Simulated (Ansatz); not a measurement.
## LiCl: vibrational free energy, entropy and heat capacity

All numbers below come from DFT PBE, scalar-relativistic, plane waves, PAW (Ansatz 0.2.0). Cutoff 420 eV, 4×4×6 k-points (Γ-centred), fixed occupations. No spin polarisation. Phonons by linear response, acoustic sum rule imposed.

Equilibrium structure at this level:
```yaml
crystal:
  lattice:
    - [6.65576, 0.00000, 0.00000]
    - [0.00000, 6.65576, 0.00000]
    - [0.00000, 0.00000, 3.95095]
  atoms:
    - { symbol: Li, position: [0.67096, 0.67096, 0.00000] }
    - { symbol: Li, position: [0.82904, 0.17096, 0.50000] }
    - { symbol: Li, position: [0.32904, 0.32904, 0.00000] }
    - { symbol: Li, position: [0.17096, 0.82904, 0.50000] }
    - { symbol: Cl, position: [0.80983, 0.80983, 0.50000] }
    - { symbol: Cl, position: [0.69017, 0.30983, 0.00000] }
    - { symbol: Cl, position: [0.19017, 0.19017, 0.50000] }
    - { symbol: Cl, position: [0.30983, 0.69017, 0.00000] }
```

It was reached by relaxing an invented guess, and it needn't be the stable form of this composition. The q mesh is coarse, so values between its points are rough. Modes under 40 cm⁻¹ are poorly fixed.

Force constants from linear response on a 1×1×2 q mesh, interpolated to a fine mesh.

(1) How much zero-point energy does an atom carry?

(2) How large are the vibrational entropy and heat capacity at 300 K?

(3) Tabulate them against temperature.

## Answers

(1) 40.5 meV.

(2) S = 3.57 k_B and C_V = 2.69 k_B per atom, 90 % of the Dulong–Petit value.

(3)
```
T (K)  F_vib (meV/atom)  S (k_B/atom)  C_V (k_B/atom)
  100              36.6          1.17            1.53
  200              20.4          2.54            2.39
  300              -6.2          3.57            2.69
  400             -40.5          4.37            2.82
  500             -81.0          5.00            2.88
  600            -126.4          5.53            2.92
  700            -176.1          5.98            2.94
  800            -229.4          6.38            2.95
  900            -285.8          6.72            2.96
 1000            -345.2          7.04            2.97
```
